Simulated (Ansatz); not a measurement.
# SiNi: the cost of one run

Method: DFT PBEsol, scalar-relativistic, plane waves, PAW, in Ansatz 0.2.0.

4 further runs of the same task are left out: 1 for a known fault of the program, 3 set aside as unsound or not needed.

## (1) The starting structure

It takes space group Pmmn (No. 59, orthorhombic). The conventional cell has a = 2.995 Å, b = 3.235 Å, c = 4.672 Å, α = 90.00°, β = 90.00°, γ = 90.00°. Si (site symmetry mm2) is surrounded by 6 Ni at 2.33 to 2.37 Å and 4 Si at 2.65 Å. Ni (site symmetry mm2) is surrounded by 6 Si at 2.33 to 2.37 Å and 4 Ni at 2.65 Å.

Structure file:

```cif
data_structure
_symmetry_space_group_name_H-M 'P 1'
_symmetry_Int_Tables_number 1
_cell_length_a 2.9948
_cell_length_b 3.2346
_cell_length_c 4.6725
_cell_angle_alpha 90.000
_cell_angle_beta 90.000
_cell_angle_gamma 90.000
_cell_volume 45.26
loop_
_atom_site_label
_atom_site_type_symbol
_atom_site_fract_x
_atom_site_fract_y
_atom_site_fract_z
_atom_site_occupancy
Si1 Si 0.50000 0.50000 0.84261 1
Si2 Si 0.00000 0.00000 0.15739 1
Ni1 Ni 0.50000 0.50000 0.34329 1
Ni2 Ni 0.00000 0.00000 0.65671 1
```

This cell was relaxed beforehand with the same method: volume 11.32 Å³/atom, gap on the mesh none (metal).

## (2) The unstrained reference

Input file input.yaml:

```yaml
crystal:
  lattice:
    - [2.9947885069, 0.0, 0.0]
    - [0.0, 3.2345974071, 0.0]
    - [0.0, 0.0, 4.6724690187]
  atoms:
    - { symbol: Si, position: [0.5, 0.5, 0.8426091518] }
    - { symbol: Si, position: [0.0, 0.0, 0.1573908482] }
    - { symbol: Ni, position: [0.5, 0.5, 0.3432947119] }
    - { symbol: Ni, position: [0.0, 0.0, 0.6567052881] }
basis:
  ecutwfc: 420
kpoints:
  mp_grid: { grid: [18, 16, 12] }
hamiltonian:
  xc: pbesol
scf:
  occupations: { method: gaussian, width: 0.1 }
output:
  forces: true
  stress: true
  eigenvalues: true
```

Launch:

```sh
$ ansatz run input.yaml --threads 1 --pin off --max-ram 2560MiB --backend cpu --events-out ev --progress --plain --runs-dir out
```

Q: Estimate wall time and peak memory on 1 thread of Arm Neoverse V1, shared host.

About 40 s, with a peak of 0.77 GiB.
